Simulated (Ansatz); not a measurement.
# Slab of hcp K (11-20), 1 layer

The slab is cut from the hcp crystal, which needn't be the stable phase, as relaxed on PAW files (74.23 Å³/atom), with 20 Å of vacuum and a dipole correction:

```yaml
crystal:
  lattice:
    - [8.13751, 0.00000, 0.00000]
    - [0.00000, 7.76632, 0.00000]
    - [0.00000, 0.00000, 20.00000]
  atoms:
    - { symbol: K, position: [0.33333, 0.75000, 0.50000] }
    - { symbol: K, position: [0.66667, 0.25000, 0.50000] }
```

All numbers are PBE results (scalar-relativistic) from Ansatz 0.2.0, with a Γ-centred 4×5×1 k mesh, Fermi–Dirac smearing of 0.05 eV, no spin polarisation. Methods: LAPW: all electrons, basis error target 1 meV/atom; PAW: frozen-core files, cutoff 420 eV.

The bulk energy comes from a cell in the slab's orientation on a 4×5×7 mesh. The surface energy is (E(slab) − N·E(bulk))/2A at zero smearing, the mean of both faces; thin slabs carry quantum-size effects.

The cell is 1×1, so reconstructions are forbidden, and in slabs of four or five layers the relaxations can be far larger than at a real surface.

As cut, the LAPW slab lies 0.945 eV above 2 atoms of bulk. What surface energy is that?

Over two faces of 63.20 Å² it is 7.5 meV/Å², and times 16.02 J/m² per eV/Å² that gives γ = 0.120 J/m².

```
method  γ as cut (J/m²)
  LAPW            0.120
   PAW            0.120
```

Where do the band edges lie?

On the k mesh: gap 0.19 eV, valence top 2.45 eV below the vacuum level.

What changes if the vacuum is set to 9 Å?

LAPW then gives: gap 0.19 eV, valence top 2.54 eV below the vacuum level of the top face, vacuum step -0.06 eV; PAW: gap 0.19 eV, valence top 2.59 eV below the vacuum level. The program warns that the vacuum is too thin.
